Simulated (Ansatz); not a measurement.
Stackings of close-packed layers of KF (capitals for K, lower case for the other element), each relaxed to a stress under 0.05 GPa; energies count from the stacking AcBaCb (Fm-3m).

These are results of DFT PBE, scalar-relativistic, plane waves, PAW in Ansatz 0.2.0, not measurements.

Settings: cutoff 420 eV, Γ-centred mesh 9×9×6 on the computed 4-atom cell, Gaussian smearing of 0.02 eV; no spin polarisation.

Start (AbAc):

```yaml
crystal:
  lattice:
    - [3.83193, 0.00000, 0.00000]
    - [-1.91597, 3.31855, 0.00000]
    - [0.00000, 0.00000, 6.25746]
  atoms:
    - { symbol: K, position: [0.00000, 0.00000, 0.00000] }
    - { symbol: F, position: [0.33333, 0.66667, 0.25000] }
    - { symbol: K, position: [0.00000, 0.00000, 0.50000] }
    - { symbol: F, position: [0.66667, 0.33333, 0.75000] }
```

Q: Give the relaxed structure and its energy.

A: The free energy falls by 13 meV/atom.

* excess energy (meV/atom): 40.6
* spacing of like layers (Å): 3.299
* a (Å): 3.739
* gap on the mesh (eV): 5.90

Relaxed structure:
```yaml
crystal:
  lattice:
    - [3.73916, 0.00000, 0.00000]
    - [-1.86958, 3.23820, 0.00000]
    - [0.00000, 0.00000, 6.59726]
  atoms:
    - { symbol: K, position: [0.00000, 0.00000, 0.00000] }
    - { symbol: F, position: [0.33333, 0.66667, 0.25000] }
    - { symbol: K, position: [0.00000, 0.00000, 0.50000] }
    - { symbol: F, position: [0.66667, 0.33333, 0.75000] }
```

An odd mesh misses points on the zone edge, so a gap read on it can be too wide.

Time: 36 s on 1 thread of Arm Neoverse V1, with other jobs on the host, peak memory 0.37 GiB.